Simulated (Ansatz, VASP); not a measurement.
Given: the input of a run of Ansatz 0.2.0 on PbSe (Clausthalite). 

Contents of input.yaml:

```yaml
crystal:
  lattice:
    - [0.0, 3.06065, 3.06065]
    - [3.06065, 0.0, 3.06065]
    - [3.06065, 3.06065, 0.0]
  atoms:
    - { symbol: Pb, position: [0.0, 0.0, 0.0] }
    - { symbol: Se, position: [0.5, 0.5, 0.5] }
hamiltonian:
  xc: pbesol
  pseudopotentials: { kind: paw }
  dispersion: d3bj
kpoints:
  mp_grid: { grid: [8, 8, 8] }
scf:
  occupations: { method: fermi_dirac, width: 0.05 }
output:
  forces: true
  stress: true
  eigenvalues: true
relax:
  f_tol: 0.01
  max_steps: 40
  cell: { stress_tol: 0.05 }
```

Potentials or basis: Ansatz PAW.

Launch:

```sh
$ ansatz run input.yaml --threads 1 --pin off --max-ram 3584MiB --backend cpu --events-out ev --progress --plain --runs-dir out
```

Question: What does the same run look like in VASP 6.6.1? Potentials or basis there: PBE PAW files Pb_d, Se, 600 eV.

Answer: As run (cutoffs and basis follow the program's own potentials, and thresholds, step limits or extra output files can differ):

The input INCAR:

```
  ALGO = Normal
  EDIFF = 1E-6
  EDIFFG = -0.01
  ENCUT = 600
  GGA = PS
  IBRION = 2
  ISIF = 3
  ISMEAR = -1
  IVDW = 12
  LASPH = T
  LCHARG = F
  LREAL = F
  LWAVE = F
  NELM = 60
  NSW = 60
  PREC = Accurate
  SIGMA = 0.05
```

The input KPOINTS:

```
k-points
0
Gamma
  8 8 8
```

Contents of POSCAR:

```
PbSe
1.0
    0.0000000000      3.0606500000      3.0606500000
    3.0606500000      0.0000000000      3.0606500000
    3.0606500000      3.0606500000      0.0000000000
Pb Se
1 1
Direct
    0.0000000000      0.0000000000      0.0000000000
    0.5000000000      0.5000000000      0.5000000000
```

Potentials or basis: VASP PAW PBE potentials, release 64 (Pb_d, Se).

Run with:

```bash
$ cat potpaw_PBE.64/Pb_d/POTCAR potpaw_PBE.64/Se/POTCAR > POTCAR
$ mpirun -np 1 vasp_std > vasp.out
```

Both were run:

|  | Ansatz | VASP |
| --- | --- | --- |
| Relaxed volume | 27.30 Å³/atom | 27.32 Å³/atom |
| Relaxed cell | a = 4.258 Å, b = 4.258 Å, c = 4.258 Å, α = 60.00°, β = 60.00°, γ = 60.00° | a = 4.260 Å, b = 4.260 Å, c = 4.260 Å, α = 60.00°, β = 60.00°, γ = 60.00° |
| Space group after relaxing | Fm-3m (No. 225) | Fm-3m (No. 225) |
| Pressure after relaxing | 0.0 GPa | 0.0 GPa |

Ansatz's pressure holds a Pulay term of +0.02 GPa for its cutoff of 420 eV, which the other run lacks.

The potentials hold 30 and 20 valence electrons a cell.

Ansatz's potentials were made for PBE. VASP's potentials were made for PBE.

Where Ansatz's input types no cutoff or centring, it takes its own default and a Γ-centred mesh.

Pressure is positive in compression.
